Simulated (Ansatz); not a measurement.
**SrAgCl3 (model cell, started as cubic perovskite with Sr in the octahedra): a soft mode frozen in**

Wanted: the energy along a soft mode of SrAgCl3 (model cell, started as cubic perovskite with Sr in the octahedra) and the structure at the end.

Calculated with Ansatz 0.2.0; DFT PBEsol, scalar-relativistic, plane waves, PAW; PAW set soft_1.

Most raw output is cut from this account.

The structure was built from a prototype and need not be the compound's stable phase.

## 1. Set-up

Symmetry: Pm-3m, No. 221, cubic system. Conventional cell: a = 5.503 Å, b = 5.503 Å, c = 5.503 Å, α = 90.00°, β = 90.00°, γ = 90.00°. Ag has 12 Cl at 3.89 Å nearest. Nearest to Sr lie 6 Cl at 2.75 Å. Cl has 2 Sr at 2.75 Å nearest. Farther neighbours and most contacts between anions are not listed.

## 2. The dispersion

The cell comes from relaxations at this level that are not shown. Stability and thermal properties need the whole zone. Linear response on a 2×2×2 q mesh gives force constants as far as a supercell of that size would, and the tensors from the zone-centre run are typed in so that the long-range dipole term is interpolated apart.

input.yaml

```yaml
crystal:
  lattice:
    - [5.5026364874, 0.0, 0.0]
    - [0.0, 5.5026364874, 0.0]
    - [0.0, 0.0, 5.5026364874]
  atoms:
    - { symbol: Ag, position: [0.0, 0.0, 0.0] }
    - { symbol: Sr, position: [0.5, 0.5, 0.5] }
    - { symbol: Cl, position: [0.5, 0.5, 0.0] }
    - { symbol: Cl, position: [0.5, 0.0, 0.5] }
    - { symbol: Cl, position: [0.0, 0.5, 0.5] }
kpoints:
  mp_grid: { grid: [6, 6, 6] }
hamiltonian:
  xc: pbesol
  pseudopotentials: { kind: paw, azcp: { folder: soft_1 }, xc_functional: pbe }
scf:
  occupations: { method: fixed }
output:
  eigenvalues: true
phonons:
  method: dfpt
  qmesh: [2, 2, 2]
  temperatures: { t_max: 1000, t_step: 50 }
  qpath:
    path:
      - [[0.0, 0.0, 0.0], [0.0, 0.5, 0.0], [0.5, 0.5, 0.0], [0.0, 0.0, 0.0], [0.5, 0.5, 0.5], [0.0, 0.5, 0.0]]
      - [[0.5, 0.5, 0.5], [0.5, 0.5, 0.0]]
    npoints: 10
  non_analytic_term:
    high_frequency_dielectric_tensor: [[3.3561, 0.0, 0.0], [0.0, 3.3561, 0.0], [0.0, 0.0, 3.3561]]
    born_effective_charges:
      - { species: Ag, tensor: [[1.743, 0.0, 0.0], [0.0, 1.743, 0.0], [0.0, 0.0, 1.743]] }
      - { species: Sr, tensor: [[2.3561, 0.0, 0.0], [0.0, 2.3561, 0.0], [0.0, 0.0, 2.3561]] }
      - { species: Cl, tensor: [[-1.0739, 0.0, 0.0], [0.0, -1.0739, 0.0], [0.0, 0.0, -1.9513]] }
      - { species: Cl, tensor: [[-1.0739, 0.0, 0.0], [0.0, -1.9513, 0.0], [0.0, 0.0, -1.0739]] }
      - { species: Cl, tensor: [[-1.9513, 0.0, 0.0], [0.0, -1.0739, 0.0], [0.0, 0.0, -1.0739]] }
    source: "zone-centre run at this cell"
```

Launch:

```
$ ansatz run input.yaml --threads 4 --pin off --max-ram 16384MiB --backend cpu --events-out ev --progress --plain --runs-dir out
```

Wall time 3.1 min (4 threads of Arm Neoverse V1, shared host); peak memory 1.2 GiB.

Numbers from this step:

```
gap on the k-mesh                                       : 1.310 eV
volume per atom                                         : 33.32 Å³
sum-rule residual before enforcement                    : 5.42e-5 eV/Å²
lowest frequency on the path                            : -103.0 cm⁻¹
point group                                             : m-3m
highest frequency on the path or at a solved wavevector : 304.6 cm⁻¹
highest optical mode at the zone centre (no LO-TO term) : 279.0 cm⁻¹
lowest optical zone-centre mode                         : -88.41 cm⁻¹
lowest mode on the q mesh (acoustic modes at Γ apart)   : -103 cm⁻¹
```

Frequencies (cm⁻¹) solved at each irreducible wavevector; negative means imaginary. Frequencies by wavevector, by row:

| q in reciprocal lattice units | star | mode 1 | mode 2 | mode 3 | mode 4 | mode 13 | mode 14 | mode 15 |
| --- | --- | --- | --- | --- | --- | --- | --- | --- |
| 0 0 0 | 1 | -88.4 | -88.4 | -88.4 | -81.8 | 279 | 279 | 279 |
| 0 0 -0.5 | 3 | -82.5 | -82.5 | -77.9 | -73.7 | 277.7 | 278.9 | 278.9 |
| 0 -0.5 -0.5 | 3 | -102.9 | -87 | -87 | -64.8 | 254.5 | 278.7 | 285.9 |
| -0.5 -0.5 -0.5 | 1 | -103 | -103 | -103 | -79.8 | 254.3 | 254.3 | 292.2 |

Interpolated from a 2×2×2 q mesh, with the LO-TO term (at Γ the limit along the path; where Γ stands inside the path, tables give the limit on arrival). The phonon branches at the labelled points (cm⁻¹):

| point | branch 1 | branch 2 | branch 3 | branch 4 | branch 12 | branch 13 | branch 14 | branch 15 |
| --- | --- | --- | --- | --- | --- | --- | --- | --- |
| Γ | -88 | -88 | -82 | -82 | 72 | 279 | 279 | 305 |
| halfway | -86 | -86 | -80 | -78 | 119 | 279 | 279 | 294 |
| X | -82 | -82 | -78 | -74 | 167 | 278 | 279 | 279 |
| halfway | -95 | -82 | -82 | -77 | 166 | 262 | 279 | 288 |
| M | -103 | -87 | -87 | -65 | 164 | 254 | 279 | 286 |
| halfway | -92 | -85 | -82 | -75 | 120 | 269 | 279 | 296 |
| Γ | -88 | -88 | -82 | -82 | 72 | 279 | 279 | 305 |
| halfway | -91 | -90 | -90 | -75 | 120 | 269 | 269 | 297 |
| R | -103 | -103 | -103 | -80 | 163 | 254 | 254 | 292 |
| halfway | -95 | -93 | -87 | -78 | 165 | 260 | 269 | 293 |
| X | -82 | -82 | -78 | -74 | 167 | 278 | 279 | 279 |
| jump to R | -103 | -103 | -103 | -80 | 163 | 254 | 254 | 292 |
| halfway | -103 | -94 | -94 | -78 | 164 | 254 | 265 | 292 |
| M | -103 | -87 | -87 | -65 | 164 | 254 | 279 | 286 |

Symmetry leaves 4 wavevectors to solve. The lowest mode among them, the acoustic zeros apart, lies at q = (-0.5, -0.5, -0.5) and is imaginary, 103.0i cm⁻¹, so the energy falls along it.

## 3. The mode frozen in, largest atomic shift 0 Å

The mode followed lies at q = (-0.5, -0.5, -0.5) with frequency 103.0i cm⁻¹ and is 3-fold degenerate, the softest among the wavevectors solved. At small amplitude the distorted cell has space group no. 74 by a symmetry search on the positions. The undistorted cell that holds it gives the zero of energy on the same k mesh.

System of this step: SrAgCl3 (model cell, started as cubic perovskite with Sr in the octahedra). Symmetry: Pm-3m, No. 221, cubic system. The conventional cell has a = 5.503 Å, b = 5.503 Å, c = 5.503 Å, α = 90.00°, β = 90.00°, γ = 90.00°. Ag has 12 Cl at 3.89 Å nearest. Nearest to Sr lie 6 Cl at 2.75 Å. Nearest to Cl lie 2 Sr at 2.75 Å. Farther neighbours and most contacts between anions are not listed.

input.yaml

```yaml
crystal:
  lattice:
    - [5.5026364874, 5.5026364874, 0.0]
    - [5.5026364874, 0.0, 5.5026364874]
    - [5.5026364874, 0.0, -5.5026364874]
  atoms:
    - { symbol: Ag, position: [0.0, 0.0, 0.0] }
    - { symbol: Ag, position: [0.0, 0.5, 0.5] }
    - { symbol: Sr, position: [0.5, 0.25, 0.75] }
    - { symbol: Sr, position: [0.5, 0.75, 0.25] }
    - { symbol: Cl, position: [0.5, 0.0, 1.0] }
    - { symbol: Cl, position: [0.5, 0.5, 0.5] }
    - { symbol: Cl, position: [0.0, 0.0, 0.5] }
    - { symbol: Cl, position: [0.0, 0.5, 0.0] }
    - { symbol: Cl, position: [0.5, 0.0, 0.5] }
    - { symbol: Cl, position: [0.5, 0.5, 0.0] }
kpoints:
  mp_grid: { grid: [6, 6, 6] }
hamiltonian:
  xc: pbesol
  pseudopotentials: { kind: paw, azcp: { folder: soft_1 }, xc_functional: pbe }
scf:
  occupations: { method: gaussian, width: 0.02 }
output:
  forces: true
  stress: true
  eigenvalues: true
```

The job ended after 7.4 s (4 threads; peak memory 0.87 GiB; 28 s of CPU time).

This step gave:

| Quantity | Value |
| --- | --- |
| pressure | -0.005206 GPa |
| energy from the undistorted cell | 0 meV/atom |

At this level the gap is 1.31 eV on the k-mesh of the self-consistent run, which can miss the band edges.

## 4. The mode frozen in, largest atomic shift 0.6 Å

The atoms are moved along the unstable eigenvector, the largest shift by 0.6 Å, with the cell fixed.

input.yaml, the sections that differ from step 3:

```yaml
crystal:
  lattice:
    - [5.5026364874, 5.5026364874, 0.0]
    - [5.5026364874, 0.0, 5.5026364874]
    - [5.5026364874, 0.0, -5.5026364874]
  atoms:
    - { symbol: Ag, position: [0.0, 0.0, 0.0] }
    - { symbol: Ag, position: [0.0, 0.5, 0.5] }
    - { symbol: Sr, position: [0.5, 0.25, 0.75] }
    - { symbol: Sr, position: [0.5, 0.75, 0.25] }
    - { symbol: Cl, position: [0.5771019619, -0.0771019619, 0.9228980381] }
    - { symbol: Cl, position: [0.4228980381, 0.5771019619, 0.5771019619] }
    - { symbol: Cl, position: [0.0, 0.0385509809, 0.4614490191] }
    - { symbol: Cl, position: [0.0, 0.4614490191, 0.0385509809] }
    - { symbol: Cl, position: [0.5, 0.0385509809, 0.4614490191] }
    - { symbol: Cl, position: [0.5, 0.4614490191, 0.0385509809] }
# kpoints, hamiltonian, scf, output: as in step 3
```

It took 22 s on 4 threads; peak memory 1.1 GiB.

This step gave:

```yaml
pressure: -1.246 GPa
gap_on_the_k_mesh: 1.821 eV
energy_from_the_undistorted_cell: -87.63 meV/atom
```

The energy, extrapolated to zero smearing, is -87.63 meV/atom against the undistorted cell.

The run ends at a pressure of -1.25 GPa, with forces up to 0.68 eV/Å.

## 5. Energy along the mode, all amplitudes (two of the runs are shown above)

An imaginary frequency means negative curvature, so the energy should fall and then rise again as anharmonic terms take over.

This step gave:

```
depth at the lowest point sampled  : 87.63 meV/atom
largest atomic shift at that point : 0.6 Å
```

Energy from the parent against largest atomic shift:

| largest atomic shift (Å) | energy from the parent (meV/atom) |
| --- | --- |
| 0.000 | 0 |
| 0.040 | -0.442 |
| 0.080 | -1.77 |
| 0.140 | -5.38 |
| 0.220 | -13.1 |
| 0.320 | -27.2 |
| 0.450 | -52.0 |
| 0.600 | -87.6 |

Displacement at unit largest shift by atom:

| atom | x (Å) | y (Å) | z (Å) | size |
| --- | --- | --- | --- | --- |
| Ag1 | 0.000 | 0.000 | 0.000 | 0.000 |
| Ag2 | 0.000 | 0.000 | 0.000 | 0.000 |
| Sr3 | 0.000 | 0.000 | 0.000 | 0.000 |
| Sr4 | 0.000 | 0.000 | 0.000 | 0.000 |
| Cl5 | -0.707 | 0.707 | 0.000 | 1.000 |
| Cl6 | 0.707 | -0.707 | 0.000 | 1.000 |
| Cl7 | 0.000 | 0.000 | 0.707 | 0.707 |
| Cl8 | 0.000 | 0.000 | -0.707 | 0.707 |
| Cl9 | 0.000 | 0.000 | 0.707 | 0.707 |
| Cl10 | 0.000 | 0.000 | -0.707 | 0.707 |

The lowest of the steps tried is the last one, at 0.6 Å, 87.6 meV/atom below the parent; the bottom of the well need not coincide with a step.

## 6. Relaxation from the frozen mode

Starting from the lowest point found, all atoms and the cell are let go, so that strain and other modes of the same symmetry can join in.

Edit input.yaml of step 4 so:

```diff
@@ -22,3 +22,3 @@
 scf:
-  occupations: { method: gaussian, width: 0.02 }
+  occupations: { method: fixed }
 output:
@@ -27 +27,6 @@
   eigenvalues: true
+relax:
+  adjacent_minimum: "off"
+  f_tol: 0.002
+  max_steps: 120
+  cell: { stress_tol: 0.03 }
```

It took 3.8 min on 4 threads; peak memory 1.2 GiB.

Relaxation path:

| step | energy less that of the first step (eV) | largest force component (eV/Å) | pressure (GPa) | volume (Å³) |
| --- | --- | --- | --- | --- |
| 1 | 0.0000 | 0.4823 | -1.25 | 333.23 |
| 2 | -0.6596 | 0.6171 | -1.50 | 324.41 |
| 3 | -1.4529 | 0.6899 | -1.47 | 312.26 |
| 4 | -2.1854 | 0.5290 | -1.01 | 300.09 |
| 5 | -2.8107 | 0.5577 | -0.41 | 287.39 |
| 6 | -3.0766 | 0.2212 | -0.37 | 281.82 |
| 7 | -3.2119 | 0.0853 | 0.19 | 278.19 |
| 8 | -3.2370 | 0.0287 | 0.15 | 278.49 |
| 9 | -3.2433 | 0.0227 | -0.03 | 279.42 |
| 10 | -3.2436 | 0.0052 | 0.00 | 279.22 |
| 11 | -3.2436 | 0.0003 | 0.00 | 279.23 |
| 12* | -3.2405 | 0.0007 | -0.01 | 279.23 |

Relaxation steps marked * repeat the geometry before them on a plane-wave basis chosen anew for their cell, so energy and pressure can jump there.

Forces are held to the 8 operations that the run works with; a distortion that breaks them can't arise in this run.

| cell as run | before | after | change |
| --- | --- | --- | --- |
| a (Å) | 7.782 | 7.835 | +0.7 % |
| b (Å) | 7.782 | 7.397 | -4.9 % |
| c (Å) | 7.782 | 7.397 | -4.9 % |
| α (°) | 90.00 | 91.45 | +1.6 % |
| β (°) | 60.00 | 58.02 | -3.3 % |
| γ (°) | 60.00 | 58.02 | -3.3 % |
| volume (Å³/atom) | 33.32 | 27.92 | -16.2 % |

The atoms that moved most (Å, as changes of fractional coordinates times the final cell):

| atom | dx | dy | dz | length |
| --- | --- | --- | --- | --- |
| Cl5 | -0.618 | 0.618 | 0.000 | 0.874 |
| Cl6 | 0.618 | -0.618 | 0.000 | 0.874 |
| Cl9 | 0.000 | 0.000 | 0.644 | 0.644 |
| Cl10 | 0.000 | 0.000 | -0.644 | 0.644 |
| Cl7 | 0.000 | 0.000 | 0.644 | 0.644 |
| Cl8 | 0.000 | 0.000 | -0.644 | 0.644 |
| Ag2 | -0.380 | 0.380 | 0.000 | 0.537 |
| Ag1 | 0.380 | -0.380 | 0.000 | 0.537 |

This step gave:

```
pressure          : -0.005692 GPa
gap on the k-mesh : 2.774 eV
volume per atom   : 27.92 Å³
```

The distorted start has space group Imma; the relaxation ends in Imma.

## 7. The new phase in its own primitive cell

The relaxed structure is symmetrised, reduced to its primitive cell and relaxed tightly, as its phonons need.

input.yaml

```yaml
crystal:
  lattice:
    - [-3.917562812, 5.2963178603, 3.3644073194]
    - [3.917562812, -5.2963178603, 3.3644073194]
    - [3.917562812, 5.2963178603, -3.3644073194]
  atoms:
    - { symbol: Ag, position: [0.8298456505, 0.0798456505, 0.75] }
    - { symbol: Ag, position: [0.1701543495, 0.9201543495, 0.25] }
    - { symbol: Sr, position: [0.5, 0.5, 0.0] }
    - { symbol: Sr, position: [0.0, 0.5, 0.5] }
    - { symbol: Cl, position: [0.5430798111, 0.2930798111, 0.25] }
    - { symbol: Cl, position: [0.4569201889, 0.7069201889, 0.75] }
    - { symbol: Cl, position: [0.1506677008, 0.0, 0.6506677008] }
    - { symbol: Cl, position: [0.8493322992, 0.0, 0.3493322992] }
    - { symbol: Cl, position: [0.1506677008, 0.5, 0.1506677008] }
    - { symbol: Cl, position: [0.8493322992, 0.5, 0.8493322992] }
kpoints:
  mp_grid: { grid: [4, 4, 4] }
hamiltonian:
  xc: pbesol
  pseudopotentials: { kind: paw, azcp: { folder: soft_1 }, xc_functional: pbe }
scf:
  occupations: { method: fixed }
output:
  forces: true
  stress: true
  eigenvalues: true
relax:
  adjacent_minimum: "off"
  f_tol: 0.001
  max_steps: 60
  cell: { stress_tol: 0.01 }
```

The job ended after 16 s (4 threads; peak memory 0.8 GiB).

Little changed from the start: no atom moved by 0.005 Å and no cell edge by 0.1 %.

Numbers from this step:

| Item | Value |
| --- | --- |
| pressure | -0.005661 GPa |
| direct gap on mesh | 2.774 eV |

The largest force component left is 0.99 meV/Å and the pressure is -0.006 GPa, within the tolerances set. The cell now holds 27.92 Å³/atom.

(Part 1 of 2 ends here.)

[Logs are printed without paths, hosts, clocks, repeated set-up lines and the standing remarks that a program may print on its own settings, such as how far it seeks lower states.]

[Hosts, paths, dates, database ids (printed as entryN), source tags and the programs' standing remarks are cut or masked in the printed files.]
